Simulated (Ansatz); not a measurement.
## ZnSe: Zn vacancy

Level of theory: DFT LDA, scalar-relativistic, plane waves, PAW in Ansatz 0.2.0. Settings: 420 eV cutoff, 2×2×2 k-mesh, shifted by half a step, Gaussian smearing of 0.01 eV, collinear spin.

Host crystal, relaxed:

```cif
data_structure
_symmetry_space_group_name_H-M 'P 1'
_symmetry_Int_Tables_number 1
_cell_length_a 3.9368
_cell_length_b 3.9368
_cell_length_c 3.9368
_cell_angle_alpha 60.000
_cell_angle_beta 60.000
_cell_angle_gamma 60.000
_cell_volume 43.14
loop_
_atom_site_label
_atom_site_type_symbol
_atom_site_fract_x
_atom_site_fract_y
_atom_site_fract_z
_atom_site_occupancy
Zn1 Zn 0.00000 0.00000 0.00000 1
Se1 Se 0.25000 0.25000 0.25000 1
```

Supercell of 32 atoms, rows in host cell vectors: -1 -1 3; -1 -1 -1; 3 -1 -1. Atoms relax at the host's cell from a start displaced at random by 0.06 Å near the defect, so other minima may exist. The cell is small, so energies carry finite-size errors of tenths of an eV. The host's Kohn–Sham gap is 1.25 eV. Charged cells are corrected for image charges with the computed static dielectric tensor (mean 10.1) and aligned with the host's potential at far atoms (alignment terms reach 0.62 eV; the program doubts the alignment in some charges, where it is up to 0.62 eV). No band-filling term is added, and the Fermi level counts from the host's valence band top.

Starting moments were lost in some runs.

Defect: Zn vacancy at (0.000, 0.000, 0.000) of the host cell.

Task: Does the neutral defect carry a moment, and how do its surroundings relax?

Result: It changes the cell's moment by 2.00 μB. The nearest neighbours before are 4 Se at 2.41 Å; after relaxation the atoms near the site are 1 Se at 2.27 Å, 1 Se at 2.28 Å, 2 Se at 2.29 Å; the largest move is 0.13 Å.

Task: Charges 0, -1, -2 were computed. Which is stable where in the gap?

Result: Among the charges computed the stable one is -1 at the valence band top, changing to -2 at 0.43 eV. In charge 0, -1 the cell has partly filled bands: a level of the defect may be part filled, the carrier may sit in the host's bands, or levels may cross between the k points, so transitions that involve it are doubtful. Levels between neighbouring charges: (0/-1) -0.02 eV, (-1/-2) 0.43 eV.

Cost: 4 runs of about 61 core-minutes in all, on Intel Xeon Processor @ 2.70GHz (shared hosts).